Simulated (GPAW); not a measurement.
**MgO in GPAW: the effect of exact-exchange share**

The system is MgO.

```
Mg O
1.0
     2.93802    0.00000    0.00000
    -1.46901    2.54440    0.00000
     0.00000    0.00000    2.67968
Mg O
1 1
Cartesian
  0.0000 0.0000 0.0000
  0.0000 1.6963 1.3398
```

Measurements of this composition are mostly on another form, of space group No. 225.

Alike in all runs:

| Property | Result |
| --- | --- |
| Program | GPAW 26.7.0 |
| Task | single point |
| Potentials or basis | GPAW PAW data sets (gpaw-data 1.2.1) |
| Cutoff | 600 eV |
| Basis | pw |
| k mesh | 3 × 3 × 3 |
| Occupations | fermi-dirac, width 0.05 eV |
| Spin | no spin polarisation |

```tsv
exact-exchange share	functional	gap on the mesh (eV)
0.1	PBEh(alpha)	3.93
0.2	PBEh(alpha)	4.90
0.25	PBE0	?
0.35	PBEh(alpha)	6.39
0.5	PBEh(alpha)	7.90
```

Problem. What does the run with exact-exchange share 0.25 give?

Solution. gap on the mesh 5.39 eV.

Worked out: A straight line through the other rows of the gap on the mesh, of slope 9.93 eV per unit of exact-exchange share, gives 5.41 eV, against the run's 5.39.

Caveats: all runs use coarse meshes; exact exchange converges slowly with the k mesh, and this mesh is small; an odd mesh through Γ misses points on the zone boundary, where band edges often lie.

Runs at the PBE level aren't shown here.
